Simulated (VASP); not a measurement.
Write the native input for VASP 6.6.1 that does the following.

```
Task                    : density of states
Functional              : PBE
Potentials or basis     : VASP PAW PBE potentials, release 64 (Ti_sv, Pb_d, O)
Cutoff                  : 520 eV
k mesh                  : 6 × 6 × 10
Occupations             : gaussian, width 0.1 eV
Spin                    : no spin polarisation
k mesh for the DOS      : 9 × 9 × 15
Occupations for the DOS : tetrahedron
Further INCAR settings  : ALGO = Normal; EDIFF = 1e-07; NBANDS = 34
```

TiPbO4:

```xyz
6
Lattice="3.4390 -3.4588 0.0000 3.4390 3.4588 0.0000 0.0000 0.0000 3.1826" Properties=species:S:1:pos:R:3 pbc="T T T"
Ti    3.4390    0.0000    1.5913
Pb    0.0000    0.0000    0.0000
O     1.4625    0.0000    1.5913
O     5.4154    0.0000    1.5913
O     3.4390   -1.2261    0.0000
O     3.4390    1.2261    0.0000
```

The cell was built by a generator and needn't be a form met in nature.

The input as run:

POSCAR

```
TiPbO4
1.0
    3.4389500000     -3.4587900000      0.0000000000
    3.4389500000      3.4587900000      0.0000000000
    0.0000000000      0.0000000000      3.1825800000
Ti Pb O
1 1 4
Direct
    0.5000000000      0.5000000000      0.5000000000
    0.0000000000      0.0000000000      0.0000000000
    0.2126400000      0.2126400000      0.5000000000
    0.7873600000      0.7873600000      0.5000000000
    0.6772410000      0.3227590000      0.0000000000
    0.3227590000      0.6772410000      0.0000000000
```

INCAR.step1

```
SYSTEM = TiPbO4
  ALGO = Normal
  EDIFF = 1E-7
  ENCUT = 520
  GGA = PE
  ISIF = 2
  ISMEAR = 0
  KPAR = 2
  LASPH = .True.
  LCHARG = .True.
  LMAXMIX = 4
  LREAL = .False.
  LWAVE = .False.
  NBANDS = 34
  NELM = 80
  PREC = Accurate
  SIGMA = 0.1
```

KPOINTS.step1

```
k-points
0
Gamma
  6 6 10
  0 0 0
```

INCAR.step2

```
SYSTEM = TiPbO4
  ALGO = Normal
  EDIFF = 1E-7
  ENCUT = 520
  GGA = PE
  ICHARG = 11
  ISIF = 2
  ISMEAR = -5
  KPAR = 2
  LASPH = .True.
  LCHARG = .False.
  LMAXMIX = 4
  LORBIT = 10
  LREAL = .False.
  LWAVE = .False.
  NBANDS = 34
  NEDOS = 1001
  NELM = 80
  PREC = Accurate
  SIGMA = 0.1
```

KPOINTS.step2

```
k-points
0
Gamma
  9 9 15
  0 0 0
```

Potentials or basis: VASP PAW PBE potentials, release 64 (Ti_sv, Pb_d, O).

The run is started by

```bash
$ cat potpaw_PBE.64/Ti_sv/POTCAR potpaw_PBE.64/Pb_d/POTCAR potpaw_PBE.64/O/POTCAR > POTCAR
$ cp INCAR.step1 INCAR
$ cp KPOINTS.step1 KPOINTS
$ mpirun -np 2 vasp_std > vasp.out
$ cp INCAR.step2 INCAR
$ cp KPOINTS.step2 KPOINTS
$ mpirun -np 2 vasp_std > vasp.out
```

Results of the run:

* Valence electrons inside the program's atomic spheres: Ti 10.10; Pb 11.86; O 5.00

It took 96 s on 2 MPI ranks on Intel(R) Xeon(R) 6975P-C (Granite Rapids), with other jobs on the host, peak memory 0.52 GiB a rank.
